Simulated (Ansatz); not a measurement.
# I under changes of volume

One of the cells (44.630 Å³/atom); the others are scaled copies at fixed shape and fractional positions:

```
I
1.0
    -1.61746    1.61746    4.26481
     1.61746   -1.61746    4.26481
     1.61746    1.61746   -4.26481
I
1
Direct
  0.00000 0.00000 0.00000
```

```yaml
Program: Ansatz 0.2.0
Functional: PBE
Potentials_or_basis: Ansatz PAW
Cutoff: "420 eV (not typed: the program's choice for these potentials)"
k_mesh: 11 × 11 × 11
Occupations: fermi-dirac, width 0.05 eV
Spin: no spin polarisation
```

```tsv
volume (Å³/atom)	energy over the lowest point (meV/atom)	pressure (GPa)
41.952	15.34	1.8
42.845	7.05	1.2
43.737	2.07	0.6
44.630	0.00	0.1
45.522	0.51	-0.3
46.415	?	?
47.308	8.07	-1.0
```

Question: What does the run at 46.415 Å³/atom give?

Answer: Energy over the lowest point 3.29 meV/atom; pressure -0.7 GPa.

Worked out: A Birch-Murnaghan fit of order 3 (a polynomial in V^(-2/3)) to the other rows has its minimum at 44.89 Å³/atom with B0 = V·E''(V) = 22 GPa and B' = 5.3 at fixed shape and positions, which overstates the stiffness. It gives 3.29 meV/atom at 46.415 Å³/atom, against the run's 3.29, and -dE/dV = -0.7 GPa, against -0.7.

Energies are extrapolated to zero smearing.

Caveats: an odd number of electrons without spin polarisation forces a metal; a magnetic or distorted state may lie lower.
